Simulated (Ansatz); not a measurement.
# Ti (Im-3m) in Ansatz: further runs

The runs below take Ti through relaxation of cell and atoms, single point, with BLYP+D3(BJ), BLYP+D4, PBE, PBEsol+D3(BJ).

Program: Ansatz 0.2.0. These are calculated values, not measurements. Logs are shortened: lines on timing, memory, paths and dates and some standing lists are left out, and cuts for length are marked.

### 1 The structure

Symmetry: Im-3m, No. 229, cubic system. Conventional cell: a = 3.282 Å, b = 3.282 Å, c = 3.282 Å, α = 90.00°, β = 90.00°, γ = 90.00°. Ti (site symmetry m-3m) is surrounded by 8 Ti at 2.84 Å.

This isn't the form of Ti at room conditions, which is hcp.

### 2 Relaxation of cell and atoms, BLYP+D3(BJ)

The input, input.yaml:

```yaml
crystal:
  lattice:
    - [-1.641, 1.641, 1.641]
    - [1.641, -1.641, 1.641]
    - [1.641, 1.641, -1.641]
  atoms:
    - { symbol: Ti, position: [0.0, 0.0, 0.0] }
hamiltonian:
  xc: blyp
  pseudopotentials: { kind: paw }
  dispersion: d3bj
kpoints:
  mp_grid: { grid: [11, 11, 11] }
scf:
  occupations: { method: fermi_dirac, width: 0.05 }
output:
  forces: true
  stress: true
relax:
  f_tol: 0.01
  max_steps: 40
  cell: { stress_tol: 0.05 }
```

Potentials or basis: Ansatz PAW.

Command:

```bash
$ ansatz run input.yaml --threads 2 --pin off --max-ram 5632MiB --backend cpu --events-out ev --progress --plain --runs-dir out
```

What it wrote:

```text
Warning: RAYON_NUM_THREADS=2 ignored (pool sized by the plan → 2); use --threads N
Engine: ansatz 0.2.0, x86_64-unknown-linux-gnu
Pseudopotentials: kind: paw
Pseudopotential: Ti, paw, valence charge 12, recommended cutoff 420 eV (normal), Ti.paw.azcp
Functional definition: BLYP
  parameter beta = 0.0042
  parameter a = 0.04918
  parameter b = 0.132
  parameter c = 0.2533
  parameter d = 0.349
  exchange = b88_x(beta = beta)
  correlation = lyp_c(a = a, b = b, c = c, d = d)
Crystal: 1 atoms, lattice volume = 17.676 Å³
Basis set: ecut = 420 eV, 369 PW (Γ), exchange–correlation on 40×40×40 points (8 copies of the dense FFT grid, shifted against one another)
Bands: 10, of which v1, the nominal top of the filled ones, is band 6 counted from 1 (5 counted from 0)
Symmetry: 48 space group operations
Space group: Im-3m (ITA 229), of the structure as read, at distance tolerance 2.6e-5 Å
k-points: 56 of 1331
Non-local potential: Ti, projectors of the file, l = 0: 3, l = 1: 2, l = 2: 3, l = 3: 1
PAW form: soft (Blöchl's): semilocal exchange-correlation on the pseudo side does not see the compensation charge
PAW frozen core: Ti, regenerated for the run's functional, and the local potential with it (the file was generated under x = pbe(κ = 0.804, μ = 0.2195149727645171), c = pbe(β = 0.06672455060314922))
PAW one-centre angular grid: Ti, 590 points (default); XC on 64 Gauss nodes
Initial density: superposition of atomic densities (neutral atoms: chi_scale 0, normalization atom), corrected by the library's trained network
Initial wavefunctions: pseudopotential atomic-orbital guess
Functional: x = b88, c = lyp
SCF iter   1: F=—  HF=-2507.205861 eV  |F-HF|=—  |Δ(HF+E_count)|=         —  Δρ=1.65e-2  dr2=5.56e-2  ethr=1.77e-3  ⟨swp⟩=4.7  Hψ=3026  notcnv=0
preconditioner: auto → none  [metal: Δε(μ)=0.035 eV  Ē_g=3.873 eV  σ=0.050 eV  W_gap=0.17  n_scr=0 (ndim 8)  ℏωp=17.7 eV  f_vac=0.000  D(μ)=2.42/eV (n_scr^D=42)]
SCF iter   2: F=—  HF=-2507.192583 eV  |F-HF|=—  |Δ(HF+E_count)|=   1.33e-2  Δρ=7.06e-3  dr2=5.49e-3  ethr=4.63e-4  ⟨swp⟩=2.9  Hψ=1494  notcnv=0
SCF iter   3: F=—  HF=-2507.190642 eV  |F-HF|=—  |Δ(HF+E_count)|=   1.94e-3  Δρ=1.92e-3  dr2=3.94e-4  ethr=4.57e-5  ⟨swp⟩=2.3  Hψ=1034  notcnv=0
SCF iter   4: F=—  HF=-2507.190753 eV  |F-HF|=—  |Δ(HF+E_count)|=   1.12e-4  Δρ=1.80e-4  dr2=3.65e-6  ethr=3.28e-6  ⟨swp⟩=2.2  Hψ=716  notcnv=0
SCF iter   5: F=—  HF=-2507.190757 eV  |F-HF|=—  |Δ(HF+E_count)|=   4.16e-6  Δρ=2.09e-5  dr2=4.27e-8  ethr=3.05e-8  ⟨swp⟩=2.2  Hψ=712  notcnv=0
SCF iter   6: F=-2507.190757 eV  HF=-2507.190757 eV  |F-HF|=7.34e-10  |Δ(HF+E_count)|=   5.24e-8  Δρ=1.57e-6  dr2=1.25e-10  ethr=3.56e-10  ⟨swp⟩=1.6  Hψ=1813  notcnv=0
SCF 1 converged in 6 iterations: F = -2507.190757 eV  dr2 = 1.25e-10
relax step   1: F+E_penalty+E_count = -2507.19075748 eV  Δ(F+E_penalty+E_count) = +0.000e0 eV  max|allowed force component| = 0.000e0 eV/Å  Δτ_max = 0.0000 Å  P = -13.614 GPa  Ω = 17.676 Å³  (6 SCF iters, dr2 threshold 1.00e-7 eV, accepted)
Crystal: 1 atoms, lattice volume = 15.215 Å³
Basis set: ecut = 420 eV, 321 PW (Γ), exchange–correlation on 40×40×40 points (8 copies of the dense FFT grid, shifted against one another)
Initial density: handed on by an earlier stage of this run
Initial wavefunctions: those handed on with the density
iter 1 solved again at ethr=3.73e-6 eV; its pass at ethr=3.10e-3 eV (dr2=4.48e-4 eV) is discarded
SCF iter   1: F=—  HF=-2507.301152 eV  |F-HF|=—  |Δ(HF+E_count)|=         —  Δρ=2.09e-3  dr2=4.59e-4  ethr=3.73e-6  ⟨swp⟩=1.0  Hψ=3991  notcnv=0
preconditioner: auto → none  [metal: Δε(μ)=0.079 eV  Ē_g=4.637 eV  σ=0.050 eV  W_gap=0.35  n_scr=0 (ndim 8)  ℏωp=19.0 eV  f_vac=0.000  D(μ)=1.73/eV (n_scr^D=18)]
SCF iter   2: F=—  HF=-2507.301773 eV  |F-HF|=—  |Δ(HF+E_count)|=   6.20e-4  Δρ=1.44e-3  dr2=1.32e-4  ethr=3.73e-6  ⟨swp⟩=2.1  Hψ=1067  notcnv=0
SCF iter   3: F=—  HF=-2507.302048 eV  |F-HF|=—  |Δ(HF+E_count)|=   2.76e-4  Δρ=3.00e-4  dr2=6.24e-6  ethr=1.10e-6  ⟨swp⟩=2.0  Hψ=1013  notcnv=0
SCF iter   4: F=—  HF=-2507.302095 eV  |F-HF|=—  |Δ(HF+E_count)|=   4.70e-5  Δρ=3.73e-5  dr2=1.70e-7  ethr=5.20e-8  ⟨swp⟩=2.0  Hψ=916  notcnv=0
SCF iter   5: F=-2507.302095 eV  HF=-2507.302095 eV  |F-HF|=1.49e-9  |Δ(HF+E_count)|=   8.15e-8  Δρ=3.63e-6  dr2=1.03e-9  ethr=8.33e-10  ⟨swp⟩=3.8  Hψ=1556  notcnv=0
SCF 2 converged in 5 iterations: F = -2507.302095 eV  dr2 = 1.03e-9
relax step   2: F+E_penalty+E_count = -2507.30209513 eV  Δ(F+E_penalty+E_count) = -1.113e-1 eV  max|allowed force component| = 0.000e0 eV/Å  Δτ_max = 0.0000 Å  P = +0.827 GPa  Ω = 15.215 Å³  energy of the carried Pulay correction = +3.714e-4 eV  (5 SCF iters, dr2 threshold 1.00e-7 eV, accepted)
Crystal: 1 atoms, lattice volume = 15.337 Å³
iter 1 solved again at ethr=9.94e-9 eV; its pass at ethr=3.10e-3 eV (dr2=1.19e-6 eV) is discarded
SCF iter   1: F=—  HF=-2507.302329 eV  |F-HF|=—  |Δ(HF+E_count)|=         —  Δρ=1.03e-4  dr2=4.06e-7  ethr=9.94e-9  ⟨swp⟩=2.0  Hψ=3848  notcnv=0
preconditioner: auto → none  [metal: Δε(μ)=0.080 eV  Ē_g=4.587 eV  σ=0.050 eV  W_gap=0.36  n_scr=0 (ndim 8)  ℏωp=19.0 eV  f_vac=0.000  D(μ)=1.75/eV (n_scr^D=18)]
SCF iter   2: F=—  HF=-2507.302332 eV  |F-HF|=—  |Δ(HF+E_count)|=   3.16e-6  Δρ=5.99e-5  dr2=1.93e-7  ethr=3.38e-9  ⟨swp⟩=2.0  Hψ=720  notcnv=0
SCF iter   3: F=—  HF=-2507.302334 eV  |F-HF|=—  |Δ(HF+E_count)|=   1.28e-6  Δρ=3.03e-5  dr2=1.16e-7  ethr=8.33e-10  ⟨swp⟩=4.0  Hψ=1651  notcnv=0
SCF iter   4: F=-2507.302334 eV  HF=-2507.302334 eV  |F-HF|=7.86e-10  |Δ(HF+E_count)|=   4.42e-8  Δρ=2.37e-6  dr2=5.87e-10  ethr=8.33e-10  ⟨swp⟩=3.8  Hψ=1551  notcnv=0
SCF 3 converged in 4 iterations: F = -2507.302334 eV  dr2 = 5.87e-10
relax step   3: F+E_penalty+E_count = -2507.30233366 eV  Δ(F+E_penalty+E_count) = -2.385e-4 eV  max|allowed force component| = 0.000e0 eV/Å  Δτ_max = 0.0000 Å  P = -0.144 GPa  Ω = 15.337 Å³  energy of the carried Pulay correction = +3.517e-4 eV  (4 SCF iters, dr2 threshold 1.00e-7 eV, accepted)
Crystal: 1 atoms, lattice volume = 15.319 Å³
iter 1 solved again at ethr=1.79e-10 eV; its pass at ethr=3.10e-3 eV (dr2=2.15e-8 eV) is discarded
SCF iter   1: F=—  HF=-2507.302345 eV  |F-HF|=—  |Δ(HF+E_count)|=         —  Δρ=1.59e-5  dr2=9.96e-9  ethr=1.79e-10  ⟨swp⟩=2.0  Hψ=3684  notcnv=0
preconditioner: auto → none  [metal: Δε(μ)=0.079 eV  Ē_g=4.592 eV  σ=0.050 eV  W_gap=0.36  n_scr=0 (ndim 8)  ℏωp=19.0 eV  f_vac=0.000  D(μ)=1.75/eV (n_scr^D=18)]
SCF iter   2: F=-2507.302345 eV  HF=-2507.302345 eV  |F-HF|=2.46e-8  |Δ(HF+E_count)|=   1.21e-7  Δρ=9.60e-6  dr2=4.84e-9  ethr=8.30e-11  ⟨swp⟩=1.8  Hψ=1757  notcnv=0
SCF 4 converged in 2 iterations: F = -2507.302345 eV  dr2 = 4.84e-9
relax step   4: F+E_penalty+E_count = -2507.30234490 eV  Δ(F+E_penalty+E_count) = -1.124e-5 eV  max|allowed force component| = 0.000e0 eV/Å  Δτ_max = 0.0000 Å  P = -0.000 GPa  Ω = 15.319 Å³  energy of the carried Pulay correction = +3.546e-4 eV  (2 SCF iters, dr2 threshold 5.21e-8 eV, accepted)
Initial wavefunctions: pseudopotential atomic-orbital guess (no wavefunctions were taken with the density)
iter 1 solved again at ethr=9.31e-9 eV; its pass at ethr=3.10e-3 eV (dr2=1.12e-6 eV) is discarded
SCF iter   1: F=—  HF=-2507.302049 eV  |F-HF|=—  |Δ(HF+E_count)|=         —  Δρ=1.46e-4  dr2=4.74e-7  ethr=9.31e-9  ⟨swp⟩=3.0  Hψ=4481  notcnv=0
SCF iter   2: F=—  HF=-2507.302050 eV  |F-HF|=—  |Δ(HF+E_count)|=   9.36e-7  Δρ=7.12e-5  dr2=9.57e-8  ethr=3.95e-9  ⟨swp⟩=1.8  Hψ=658  notcnv=0
SCF iter   3: F=—  HF=-2507.302050 eV  |F-HF|=—  |Δ(HF+E_count)|=   3.25e-7  Δρ=1.37e-5  dr2=2.32e-8  ethr=7.98e-10  ⟨swp⟩=2.1  Hψ=691  notcnv=0
SCF iter   4: F=—  HF=-2507.302050 eV  |F-HF|=—  |Δ(HF+E_count)|=   6.16e-9  Δρ=1.34e-6  dr2=1.25e-10  ethr=1.93e-10  ⟨swp⟩=2.3  Hψ=854  notcnv=0
SCF iter   5: F=-2507.302050 eV  HF=-2507.302050 eV  |F-HF|=9.09e-13  |Δ(HF+E_count)|=  4.14e-11  Δρ=1.11e-7  dr2=1.00e-12  ethr=1.00e-12  ⟨swp⟩=4.7  Hψ=1950  notcnv=0
SCF 5 converged in 5 iterations: F = -2507.302050 eV  dr2 = 1.00e-12
relax step   5: F+E_penalty+E_count = -2507.30205006 eV  Δ(F+E_penalty+E_count) = +2.948e-4 eV  max|allowed force component| = 0.000e0 eV/Å  Δτ_max = 0.0000 Å  P = +0.001 GPa  Ω = 15.319 Å³  stress off target by 1.42e-3 GPa  SCF on the basis re-selected at this cell (its energy is not comparable with the rows above)  (5 SCF iters)
basis re-selected at this cell: Δ(F+E_penalty+E_count) = +2.948e-4 eV, ΔP = +0.002 GPa vs the last step (what re-selecting the basis moved, of the pressure what is left beyond the Pulay correction that the steps carried, after the strain that the cell walked since its last selection, with what the two solves' SCF thresholds leave and, on support functions, any second-order correction that the steps lacked; it is no measure of the basis error at this ecutwfc). This SCF's stress stands 1.42e-3 GPa from its target on what of the cell is left free (relax.cell.stress_tol is 5.00e-2 GPa) and its largest allowed force component is 0.00e0 eV/Å (relax.f_tol is 1.00e-2 eV/Å): within both
SCF converged after 5 iterations
Free energy (F): -2507.302050 eV
Harris-Foulkes:  -2507.302050 eV  (|F-HF|=9.09e-13)
Internal energy: -2507.287151 eV  (E = F + TS)
E sigma→0 (E₀):  -2507.294600 eV
Entropy (-TS):   -0.014899 eV (-14.899 meV/atom)
Fermi energy:    15.640374 eV
--- Per-component energies (eV) ---
  E_band       = -124.173029
  E_kinetic    = 276.905617
  E_local      = -747.569459  (includes V_loc(G=0)·N_el)
  E_nonlocal   = 9.354546
  E_hartree    = 315.040994
  E_xc         = -96.554042
  E_vxc        = -120.893553  (∫ρ·V_xc dr)
  E_paw        = -1057.058898  (= ΣΔE_a)
  E_vpaw       = -172.052265  (= ΣTr[D̂ρ^β])
  E_aug_tail   = 0.000126  (compensation charges beyond the density's cutoff)
  E_ewald      = -1205.801141
  E_disp       = -1.621828  (pairwise vdW)
  E_core_change = 0.016934  (= ΣΔE_core)
  E_smearing   = -0.014899  (= −TS)
  E_closure    = 0.000000  (closes the sum)
  Σ components = -2507.302050   (vs F -2507.302050, Δ=0.00e0)
--- Forces (eV/Å), atoms counted from 1 ---
  atom   1  Ti    -0.00000000    -0.00000000     0.00000000
  max |Σ_I F_I| component: 8.83e-32 eV/Å
--- Stress (GPa, compression-positive) ---
        0.001423       0.000000       0.000000
        0.000000       0.001423       0.000000
       -0.000000      -0.000000       0.001423
  P = ⅓ Tr σ = 0.0014 GPa (0.014 kbar)
--- Relaxed structure (4 steps of the walk, 4 accepted, 1 SCFs on fresh bases) ---
  F+E_penalty+E_count = -2507.30205006 eV   max|allowed force component| = 0.000e0 eV/Å   (the final SCF, on the basis selected at the relaxed cell)
  cell:  # Å, volume = 15.3188 Å³
    - [-1.5645466812782345, 1.5645466812782345, 1.5645466812782345]
    - [1.5645466812782345, -1.5645466812782345, 1.5645466812782345]
    - [1.5645466812782345, 1.5645466812782345, -1.5645466812782345]
  atoms:
    - { symbol: Ti, position: [0.0, 0.0, 0.0] }
```

It took 2.7 s on 2 threads of Intel Xeon at 2.70GHz, shared host; peak memory 0.31 GiB.

Results:

| Item | Value |
| --- | --- |
| Free energy | -2507.3021 eV |
| Relaxed volume | 15.32 Å³/atom |
| Relaxed cell | a = 2.710 Å, b = 2.710 Å, c = 2.710 Å, α = 109.47°, β = 109.47°, γ = 109.47° |
| Space group after relaxing (to 0.05 Å) | Im-3m (No. 229) |
| Energy gained by relaxing | 111.3 meV/atom |
| Ionic steps | 5 |
| Pressure after relaxing | 0.0 GPa |

Step by step:
| step | energy change (eV) | largest force (eV/Å) | volume (Å³) |
| --- | --- | --- | --- |
| 1 | 0.0000 | 0.0000 | 17.68 |
| 2 | -0.1113 | 0.0000 | 15.21 |
| 3 | -0.1116 | 0.0000 | 15.34 |
| 4 | -0.1116 | 0.0000 | 15.32 |
| 5 | -0.1113 | 0.0000 | 15.32 |

Final structure:
```cif
data_structure
_symmetry_space_group_name_H-M 'P 1'
_symmetry_Int_Tables_number 1
_cell_length_a 2.7099
_cell_length_b 2.7099
_cell_length_c 2.7099
_cell_angle_alpha 109.471
_cell_angle_beta 109.471
_cell_angle_gamma 109.471
_cell_volume 15.32
loop_
_atom_site_label
_atom_site_type_symbol
_atom_site_fract_x
_atom_site_fract_y
_atom_site_fract_z
_atom_site_occupancy
Ti1 Ti 0.00000 0.00000 0.00000 1
```

Caveat: the plane-wave basis is chosen anew once the cell has moved, so the energies of steps on either side of that aren't comparable; the volume moved by -13 % from the deposited cell, more than functionals usually miss; the PAW data sets come from PBE, with cores solved anew for the run's functional, which leaves a small shift of forces and pressure.

(Part 1 of 2 ends here.)
